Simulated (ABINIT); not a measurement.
An input for ABINIT 10.8.3 (CdS (Greenockite)):

```
acell 3*1.0 Angstrom
rprim 
  4.149999999997 0.000000000001 0.000000000000
  -2.074999999999 3.594005425702 0.000000000000
  0.000000000000 0.000000000000 6.737000000000
ntypat 2
znucl 48 16
natom 4
typat 1 1 2 2
xred 
  0.333333333333 0.666666666667 0.000000000000
  0.666666666667 0.333333333333 0.500000000000
  0.333333333333 0.666666666667 0.375000000000
  0.666666666667 0.333333333333 0.875000000000
pp_dirpath "pseudos"
pseudos "Cd.upf, S.upf"
ecut 47
ngkpt 3 3 2
nshiftk 1
shiftk 0 0 0
kptopt 1
chksymbreak 0
istwfk *1
occopt 1
irdwfk 1
optdriver 3
nband 119
ecuteps 3.9
inclvkb 2
awtr 1
symchi 1
indata_prefix "in"
outdata_prefix "out"
tmpdata_prefix "tmp"
```

The database entry behind the starting cell differs from later determinations by our own check (about 0.35 % long), so it need not match the best structure at ambient conditions.

```sh
OMP_NUM_THREADS=1 mpirun -n 8 abinit run.abi > log
```

Q: Estimate wall time and host memory on 8 MPI ranks of Arm Neoverse V1, shared host.

It took 27 s; on shared hardware allow 13 s to 53 s. Peak host memory was 2.2 GiB.

[Paths, hosts, dates, memory and timing lines, banners, echoed tables and standing remarks are left out of the program output.]

[Logs are printed without paths, hosts, clocks, repeated set-up lines and the standing remarks that a program may print on its own settings, such as how far it seeks lower states.]

[Runs of the session that timed out or met a known fault of the program may be left out.]

[Hosts, paths, dates, database ids (printed as entryN), source tags and the programs' standing remarks are cut or masked in the printed files.]

[G0W0 gaps are taken among the corrected bands and points alone; a level outside them can change the order at an edge.]

[Where Ansatz stands beside ABINIT at settings called matched, ABINIT's density can come from a denser mesh and the files from another edition; pairs whose starting gaps differed by over 0.03 eV were left out, so agreement reads better than it is.]
